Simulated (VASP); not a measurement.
# InP (F-43m) under biaxial strain in the (001) plane, part 2 of 2

How do the elastic response and the band edges of InP follow biaxial strain in the (001) plane?

VASP 6.6.1, plane waves and PAW; the level of theory is named at each step.

So far. Step 5 (Band edges, r2SCAN with spin-orbit coupling): The run ends at a pressure of 3.11 GPa.

### 6. All members

LASPH is off in runs at LDA and on in runs at TB-mBJ and r2SCAN.

Runs beyond LDA use the data sets made with LDA; this shifts their levels slightly, and their total energies have another zero (at TB-mBJ, which has no energy functional, they mean nothing).

The other members went through these steps as far as the tables show, with the same cutoff and, step by step, the same mesh; 40 runs are not shown. The session took 2.6 core hours (wall time by ranks) on a shared machine.

| in-plane strain (%) | strain along the normal (%) | in-plane stress, tension positive (GPa) | energy above the unstrained row (meV/atom) | gap on the mesh, LDA (eV) |
| --- | --- | --- | --- | --- |
| -2.000 | 2.202 | -1.979 | 6.068 | 0.620 |
| -1.500 | 1.653 | -1.461 | 3.386 | 0.618 |
| -1.000 | 1.102 | -0.957 | 1.505 | 0.613 |
| -0.500 | 0.552 | -0.466 | 0.383 | 0.608 |
| 0 | -0.014 | 0.006 | 0.000 | 0.601 |
| 0.500 | -0.573 | 0.469 | 0.346 | 0.544 |
| 1.000 | -1.149 | 0.912 | 1.393 | 0.487 |
| 1.500 | -1.725 | 1.344 | 3.116 | 0.432 |
| 2.000 | -2.306 | 1.762 | 5.492 | 0.378 |

Slopes at zero strain, from cubics through all rows: strain ratio -1.125, stress over strain 93 GPa. For a cubic crystal strained in (001) the ratio is −2C₁₂/C₁₁.

Band edges at TB-mBJ with spin-orbit coupling, counted from the valence-band top at Γ, spin-orbit pairs averaged, with one row partly withheld:

| in-plane strain (%) | gap (eV) | conduction band at Γ (eV) | Δ or X valley along z (eV) | Δ or X valley along x (eV) | lowest conduction level at L, [111] (eV) | lowest conduction level at L, [-111] (eV) | second valence level below the top (eV) | third valence level below the top (eV) |
| --- | --- | --- | --- | --- | --- | --- | --- | --- |
| -2.000 | 1.743 | 1.743 | 2.494 | 2.252 | 2.262 | 2.262 | 0.045 | 0.259 |
| -1.500 | ? | ? | 2.479 | 2.300 | 2.285 | 2.285 | 0.043 | 0.204 |
| -1.000 | 1.738 | 1.738 | 2.465 | 2.347 | 2.302 | 2.302 | 0.038 | 0.153 |
| -0.500 | 1.733 | 1.733 | 2.452 | 2.393 | 2.315 | 2.315 | 0.026 | 0.112 |
| 0 | 1.727 | 1.727 | 2.437 | 2.437 | 2.323 | 2.323 | 0.000 | 0.087 |
| 0.500 | 1.681 | 1.681 | 2.385 | 2.443 | 2.289 | 2.289 | 0.039 | 0.115 |
| 1.000 | 1.629 | 1.629 | 2.328 | 2.443 | 2.246 | 2.246 | 0.083 | 0.154 |
| 1.500 | 1.575 | 1.575 | 2.272 | 2.442 | 2.198 | 2.198 | 0.127 | 0.197 |
| 2.000 | 1.520 | 1.520 | 2.215 | 2.440 | 2.147 | 2.147 | 0.171 | 0.240 |

Conduction masses, in electron masses:

| in-plane strain (%) | conduction mass at Γ, along the strain axis or the normal of the plane | conduction mass at Γ, across the strain axis or in the plane | L [111] mass, longitudinal | L [111] mass, transverse along [1-10] |
| --- | --- | --- | --- | --- |
| -2.000 | 0.134 | 0.131 | 2.015 | 0.197 |
| -1.500 | 0.133 | 0.131 | 2.038 | 0.191 |
| -1.000 | 0.131 | 0.130 | 2.074 | 0.184 |
| -0.500 | 0.130 | 0.129 | 2.123 | 0.181 |
| 0 | 0.128 | 0.128 | 2.123 | 0.175 |
| 0.500 | 0.126 | 0.127 | 2.147 | 0.172 |
| 1.000 | 0.123 | 0.125 | 2.098 | 0.167 |
| 1.500 | 0.122 | 0.124 | 2.099 | 0.164 |
| 2.000 | 0.119 | 0.123 | 2.013 | 0.160 |

Band edges at r2SCAN with spin-orbit coupling, counted from the valence-band top at Γ, spin-orbit pairs averaged:

| in-plane strain (%) | gap (eV) | conduction band at Γ (eV) | Δ or X valley along z (eV) | Δ or X valley along x (eV) | lowest conduction level at L, [111] (eV) | lowest conduction level at L, [-111] (eV) | second valence level below the top (eV) | third valence level below the top (eV) |
| --- | --- | --- | --- | --- | --- | --- | --- | --- |
| -2.000 | 1.260 | 1.260 | 2.024 | 1.762 | 1.819 | 1.819 | 0.047 | 0.268 |
| -1.500 | 1.255 | 1.255 | 2.004 | 1.809 | 1.841 | 1.841 | 0.045 | 0.211 |
| -1.000 | 1.249 | 1.250 | 1.984 | 1.856 | 1.858 | 1.858 | 0.040 | 0.160 |
| -0.500 | 1.242 | 1.242 | 1.966 | 1.902 | 1.870 | 1.870 | 0.027 | 0.118 |
| 0 | 1.234 | 1.234 | 1.947 | 1.948 | 1.877 | 1.877 | 0.001 | 0.093 |
| 0.500 | 1.186 | 1.186 | 1.891 | 1.954 | 1.842 | 1.842 | 0.040 | 0.121 |
| 1.000 | 1.132 | 1.133 | 1.830 | 1.955 | 1.797 | 1.797 | 0.084 | 0.161 |
| 1.500 | 1.077 | 1.077 | 1.770 | 1.955 | 1.748 | 1.748 | 0.129 | 0.204 |
| 2.000 | 1.022 | 1.022 | 1.711 | 1.956 | 1.696 | 1.696 | 0.173 | 0.248 |

Conduction masses, in electron masses:

| in-plane strain (%) | conduction mass at Γ, along the strain axis or the normal of the plane | conduction mass at Γ, across the strain axis or in the plane | L [111] mass, longitudinal | L [111] mass, transverse along [1-10] |
| --- | --- | --- | --- | --- |
| -2.000 | 0.097 | 0.091 | 1.991 | 0.166 |
| -1.500 | 0.095 | 0.090 | 2.007 | 0.160 |
| -1.000 | 0.093 | 0.089 | 2.036 | 0.155 |
| -0.500 | 0.090 | 0.088 | 2.079 | 0.151 |
| 0 | 0.088 | 0.088 | 2.044 | 0.147 |
| 0.500 | 0.085 | 0.086 | 2.071 | 0.143 |
| 1.000 | 0.082 | 0.086 | 2.029 | 0.139 |
| 1.500 | 0.080 | 0.085 | 2.011 | 0.137 |
| 2.000 | 0.077 | 0.084 | 1.957 | 0.134 |

### 7. Fit and prediction

The quantity to fit is the conduction level at Γ above the mean of the three top valence levels at TB-mBJ with spin-orbit coupling: 1.844, 1.802, 1.779, 1.756, 1.732, 1.708, 1.683, 1.657 eV in the rows shown.

A least-squares parabola through the 8 rows shown, with e the strain in %: E = − 0.001349 e² − 0.04696 e + 1.756 (eV), r.m.s. residual 1.7e-4 eV.

At e = -1.5 this predicts 1.8235 eV.

### 8. The withheld row

The calculation gives 1.8235 eV, so the prediction is right to the last digit shown.

### 9. What came out

* ratio of normal to in-plane strain: -1.125
* biaxial modulus: 93 GPa
* gap of the unstrained cell, TB-mBJ with spin-orbit coupling: 1.73 eV
* gap of the unstrained cell, r2SCAN with spin-orbit coupling: 1.23 eV
* slope at zero strain of the conduction level at Γ above the mean of the three top valence levels, TB-mBJ with spin-orbit coupling: -47 meV per %
* error of the predicted row: 0.0 meV

In words: As a check, the curvature of the energy gives 94 GPa for the same modulus (energy per volume = M × strain²), 0 % from the slope of the stress. At TB-mBJ with spin-orbit coupling the lowest conduction valley is Γ throughout, and the gap runs between 1.52 and 1.74 eV. At r2SCAN with spin-orbit coupling the lowest conduction valley is Γ throughout, and the gap runs between 1.02 and 1.26 eV. Hole masses are left out throughout, since the top bands are degenerate or cross in many series; of conduction masses, those of the Γ, L and (for Si and Ge under (001) strain) Δ valleys are kept where they change by under an eighth between rows. TB-mBJ is a potential fitted for gaps; it has no energy functional, so its total energies and forces mean nothing, and its bands tend to come out too narrow. r2SCAN opens gaps somewhat over GGA but leaves them below measured values as a rule. Δ or X levels are the lowest on their line, refined by a parabola unless they lie at X; the gap is read from all points sampled and can differ from the lowest valley by some meV, or by tens of meV where strain moves the valence top off Γ. Temperature, zero-point motion and excitons are left out.

[Hosts, paths, dates, database ids (printed as entryN), source tags and the programs' standing remarks are cut or masked in the printed files.]

[In band tables of VASP the shares of atoms and orbitals are scaled to a sum of 1 inside the atoms' spheres.]
